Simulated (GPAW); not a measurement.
# Si2Mo (I4/mmm) in GPAW: a series of runs

One crystal, Si2Mo, is run at these levels: LDA, LDA+U; tasks: equation of state, optical spectrum by the Bethe-Salpeter equation.

All numbers are computed with GPAW 26.7.0; they aren't measurements. Logs are shortened: lines on timing, memory, paths and dates and some standing lists are left out, and cuts for length are marked. The log counts tension as positive stress, the text compression.

## 1. The crystal as given

Symmetry: I4/mmm, No. 139, tetragonal system. The conventional cell has a = 3.200 Å, b = 3.200 Å, c = 7.861 Å, α = 90.00°, β = 90.00°, γ = 90.00°. Mo (site symmetry 4/mmm) is surrounded by 10 Si at 2.62 Å. Si (site symmetry 4mm) has 5 Si at 2.61 to 2.63 Å and 5 Mo at 2.62 Å as nearest neighbours.

## 2. Equation of state, LDA

Input file run.py:

```python
from ase import Atoms
from ase.eos import EquationOfState
from ase.io import Trajectory
from ase.units import GPa
from gpaw import GPAW, PW

atoms = Atoms(['Mo', 'Si', 'Si'],
              cell=[[-1.6, 1.6, 3.9305],
                    [1.6, -1.6, 3.9305],
                    [1.6, 1.6, -3.9305]],
              scaled_positions=[[0.0, 0.0, 0.0],
                                [0.667, 0.667, 0.0],
                                [0.333, 0.333, 0.0]],
              pbc=True)

traj = Trajectory('eos.traj', 'w')
volumes, energies = [], []
for x in [0.94, 0.96, 0.98, 1.0, 1.02, 1.04, 1.06]:
    a = atoms.copy()
    a.set_cell(atoms.cell * x**(1 / 3), scale_atoms=True)
    calc = GPAW(mode=PW(600),
                xc='LDA',
                kpts={'size': (8, 8, 8), 'gamma': True},
                occupations={'name': 'fermi-dirac', 'width': 0.05},
                nbands=23,
                convergence={'density': 1e-05, 'energy': 1e-05},
                maxiter=150,
                txt=f'eos-{x:.2f}.txt')
    a.calc = calc
    energies.append(a.get_potential_energy(force_consistent=True))
    volumes.append(a.get_volume())
    p = -a.get_stress()[:3].mean() / GPa
    calc.write(f'eos-{x:.2f}.gpw')
    traj.write(a)
    print(f'{x:.2f} {volumes[-1]:10.4f} A^3 {energies[-1]:14.6f} eV {p:9.3f} GPa', flush=True)

v0, e0, B = EquationOfState(volumes, energies, eos='birchmurnaghan').fit()
print(f'V0 = {v0:.4f} A^3, E0 = {e0:.6f} eV, B0 = {B / GPa:.2f} GPa')
```

Potentials or basis: the program's PAW data sets (release 1.2.1) made for this functional, pw.

Run with:

```sh
$ OMP_NUM_THREADS=1 python run.py
```

Log:

```text
__  _  _
 | _ |_)|_||  |
 |__||  | ||/\| - 26.7.0

Input parameters:
  mode=PW(ecut=600.0),
  convergence={'density': 1e-05, 'energy': 1e-05},
  kpts=MonkhorstPack(size=(8, 8, 8), gamma=True),
  maxiter=150,
  nbands=23,
  occupations=Occupations(name='fermi-dirac', width=0.05),
  xc=XC(name='LDA')

Diagonalizing LCAO Hamiltonian
Converting LCAO to pw mode

       Si

       Si

       Mo

Atoms  # Å, Bohr magnetons
|   | symbol |         x |         y |        z |    initial magnetic moments |
|---|--------|-----------|-----------|----------|-----------------------------|
| 0 |     Mo |  0.000000 |  0.000000 | 0.000000 | ( 0.0000,  0.0000,  0.0000) |
| 1 |     Si | -0.000000 |  0.000000 | 5.136251 | ( 0.0000,  0.0000,  0.0000) |
| 2 |     Si |  0.000000 | -0.000000 | 2.564275 | ( 0.0000,  0.0000,  0.0000) |

Unit cell  # Å
| periodic |         x |         y |         z |  lengths |     angles |
|----------|-----------|-----------|-----------|----------|------------|
|      yes | -1.567338 |  1.567338 |  3.850263 | 4.442704 | 138.683989 |
|      yes |  1.567338 | -1.567338 |  3.850263 | 4.442704 | 138.683989 |
|      yes |  1.567338 |  1.567338 | -3.850263 | 4.442704 |  59.857036 |

Number of symmetries: 16
Symmetry operations  # r_c * U_cc + t_c -> r_c
|    | kind |            matrix            |
|----|------|------------------------------|
|  0 |  σ   |  1, 1, 1,  0, 0,-1,  0,-1, 0 |
|  1 |  C4  |  1, 1, 1,  0, 0,-1, -1, 0, 0 |
|  2 |  E   |  1, 0, 0,  0, 1, 0,  0, 0, 1 |
|  3 |  σ   |  1, 0, 0,  0, 1, 0, -1,-1,-1 |
|  4 |  σ   |  0, 1, 0,  1, 0, 0,  0, 0, 1 |
|  5 |  C2  |  0, 1, 0,  1, 0, 0, -1,-1,-1 |
|  6 |  C2  |  0, 0, 1, -1,-1,-1,  1, 0, 0 |
|  7 |  S4  |  0, 0, 1, -1,-1,-1,  0, 1, 0 |
|  8 |  C4  |  0, 0,-1,  1, 1, 1,  0,-1, 0 |
|  9 |  σ   |  0, 0,-1,  1, 1, 1, -1, 0, 0 |
| 10 |  σ   |  0,-1, 0, -1, 0, 0,  1, 1, 1 |
| 11 |  C2  |  0,-1, 0, -1, 0, 0,  0, 0,-1 |
| 12 |  C2  | -1, 0, 0,  0,-1, 0,  1, 1, 1 |
| 13 |  i   | -1, 0, 0,  0,-1, 0,  0, 0,-1 |
| 14 |  S4  | -1,-1,-1,  0, 0, 1,  1, 0, 0 |
| 15 |  C2  | -1,-1,-1,  0, 0, 1,  0, 1, 0 |

BZ-sampling:
  Number of BZ points: 512
  Number of IBZ points: 59

  Monkhorst-Pack size: [8, 8, 8]
  Monkhorst-Pack shift: [0.0625, 0.0625, 0.0625]

K-points  # in reciprocal-cell coordinates
|     |                                coordinates |     weight |
|-----|--------------------------------------------|------------|
|   0 | (  0.00000000,   0.00000000,   0.00000000) | 0.00195312 |
|   1 | (  0.12500000,  -0.12500000,   0.00000000) | 0.00781250 |
|   2 | (  0.12500000,  -0.12500000,   0.12500000) | 0.00781250 |
|   3 | (  0.12500000,   0.00000000,   0.00000000) | 0.01562500 |
|   4 | (  0.12500000,   0.12500000,  -0.12500000) | 0.00390625 |
|   5 | (  0.25000000,  -0.25000000,   0.00000000) | 0.00781250 |
|   6 | (  0.25000000,  -0.25000000,   0.12500000) | 0.01562500 |
|   7 | (  0.25000000,  -0.25000000,   0.25000000) | 0.00781250 |
|   8 | (  0.25000000,  -0.12500000,   0.00000000) | 0.03125000 |
|   9 | (  0.25000000,  -0.12500000,   0.12500000) | 0.01562500 |
| ... |                                            |            |
|  58 | (  0.50000000,   0.50000000,   0.50000000) | 0.00195312 |

Plane wave coefficients: 1279
Cutoff: 600.0 eV

Spin-components: 1 (collinear spins)
Bands:           23
Projectors:      16
Spin-degeneracy: 2
Datatype:        complex128

Parallelization:
  kpt:    1
  domain: 1
  band:   1

Density:
  Valence electrons: 22.0
  Components: 1
  Grid points: [27 27 27]
  Charge: 0.0  # |e|

Potential:
  Grid points: [27 27 27]

species:
  Mo:
    name:    Molybdenum
    Z:       42.0
    valence: 14
    core:    28
    charge:  0.0  # [|e|]
    compensation charges:
      type: gauss
      rc: 0.38  # [Å]
      lmax: 2
    cutoffs:
      filter: 2.16  # [Å]
      core: 1.42  # [Å]
    projectors
    | kind |    occ | energy [eV] | rcut [Å] |
    |------|--------|-------------|----------|
    |   4s |  2.000 |     -64.384 |    1.238 |
    |   5s |  1.000 |      -4.319 |    1.238 |
    |   4p |  6.000 |     -38.595 |    1.296 |
    |   5p |  0.000 |      -1.161 |    1.296 |
    |   4d |  5.000 |      -3.933 |    1.296 |
    |    d |        |      23.278 |    1.296 |

    Using partial waves for Mo as LCAO basis

  Si:
    name:    Silicon
    Z:       14.0
    valence: 4
    core:    10
    charge:  0.0  # [|e|]
    compensation charges:
      type: gauss
      rc: 0.33  # [Å]
      lmax: 2
    cutoffs:
      filter: 1.86  # [Å]
      core: 2.06  # [Å]
    projectors
    | kind |    occ | energy [eV] | rcut [Å] |
    |------|--------|-------------|----------|
    |   3s |  2.000 |     -10.878 |    1.058 |
    |   3p |  2.000 |      -4.162 |    1.058 |
    |    s |        |      16.334 |    1.058 |
    |    p |        |      23.049 |    1.058 |
    |    d |        |       0.000 |    1.058 |

    Using partial waves for Si as LCAO basis

Reference energy: -125737.239404  # eV

eigensolver:
  PPCG
  Converge bands: occupied
  niter=2

density mixing:
  MSR1-Mixer
  Pratt-step length: 0.05
  Maximum mixing coefficient: 0.75
  Old densities: 10
  SVD Regularization: 0.005
  Good broyden scale: 1.0
  Trust region scale: 1.0
  Backstep threshold: 4.0
  History deletion threshold: 6.0
  Fourier metric: weight=20.0, sigma=0.015

occupation numbers:
  Fermi-Dirac:
    width: 0.0500  # eV

poisson solver:
  ecut: 4800.0  # eV

xc functional:
  name: None

convergence criteria:
- Maximum integral of absolute [dens]ity change: 1e-05 electrons / valence electron
- Maximum [total energy] change in last 3 cyles: 1e-05 eV / valence electron
- Maximum integral of absolute [eigenst]ate change: 4e-08 eV^2 / valence electron
maximum number of iterations: 150

SCF iterations
|iter     | |      energy | eigst |  dens |
|---------|-|-------------|-------|-------|
|iter:   1| |  -27.174157 | +0.49 |       |
|iter:   2| |  -26.845658 | -2.03 | -1.01 |
|iter:   3| |  -26.128558 | -1.40 | -1.06 |
|iter:   4| |  -26.107758 | -2.97 | -1.52 |
|iter:   5| |  -26.104276 | -3.18 | -1.80 |
|iter:   6| |  -26.104242 | -4.39 | -2.39 |
|iter:   7| |  -26.104284c| -5.78 | -3.08 |
|iter:   8| |  -26.104282c| -7.31 | -4.00 |
|iter:   9| |  -26.104282c| -8.87c| -4.61 |
|iter:  10| |  -26.104282c| -9.42c| -5.59c|

Converged in 10 steps
Energy contributions relative to reference atoms: (reference = -125737.239404)

Energy contributions:
  Kinetic:          14.155056
  Coulomb:         -11.774205
  Zero:             -0.283117
  External:          0.000000
  Xc:              -28.201236
  Entropy:          -0.001561
  Spinorbit:         0.000000
  ----------------------------
  Free energy:     -26.105062
  Extrapolated:    -26.104282

dipole moment: (-12.656614, -12.656614, 2.369543)  # |e|*Ang

Fermi level: 12.734
Eigenvalues  # (at kpt = [0.000, 0.000, 0.000])
| band index |      eig [eV] | occ [0-2] |
|------------|---------------|-----------|
|          0 |       -47.739 |     2.000 |
|        ... |               |           |
|          2 |       -21.898 |     2.000 |
|          3 |       -21.898 |     2.000 |
|          4 |        -1.081 |     2.000 |
|          5 |         6.136 |     2.000 |
|          6 |         9.424 |     2.000 |
|          7 |         9.505 |     2.000 |
[... 8 lines left out ...]
|         16 |        18.180 |     0.000 |
|         17 |        18.180 |     0.000 |
|        ... |               |           |
|         22 |        28.379 |     0.000 |

No gap
No difference between direct/indirect transitions

Stress tensor  # eV/Ang^3
|         x |         y |         z |
|-----------|-----------|-----------|
| -0.055596 | -0.000000 |  0.000000 |
| -0.000000 | -0.055596 |  0.000000 |
|  0.000000 |  0.000000 | -0.052690 |

# Writing to eos-0.94.gpw (mode='')
```

stdout:

```text
0.94    37.8334 A^3     -26.105062 eV     8.752 GPa
0.96    38.6384 A^3     -26.135587 eV     3.392 GPa
0.98    39.4434 A^3     -26.140610 eV    -1.406 GPa
1.00    40.2483 A^3     -26.122821 eV    -5.699 GPa
1.02    41.0533 A^3     -26.084610 eV    -9.537 GPa
1.04    41.8583 A^3     -26.028163 eV   -12.966 GPa
1.06    42.6632 A^3     -25.955429 eV   -16.025 GPa
V0 = 39.2064 A^3, E0 = -26.141619 eV, B0 = 228.34 GPa
```

It took 3.8 min on 1 thread of Intel Xeon 6975P-C (Granite Rapids), shared host; peak memory 0.32 GiB.

Results:

```yaml
Equilibrium_volume: 13.07 Å³/atom
Bulk_modulus_at_fixed_shape_and_positions: 228 GPa
Pressure_derivative_of_the_bulk_modulus: 4.5
```

Energy against volume, from the lowest point:
| volume (Å³/atom) | energy (meV/atom) |
| --- | --- |
| 12.611 | 11.85 |
| 12.879 | 1.67 |
| 13.148 | 0.00 |
| 13.416 | 5.93 |
| 13.684 | 18.67 |
| 13.953 | 37.48 |
| 14.221 | 61.73 |

Caveat: the cell was scaled at fixed shape and fractional positions, which overstates the stiffness of a crystal with free parameters, most of all of layers and chains.

(Part 1 of 2 ends here.)
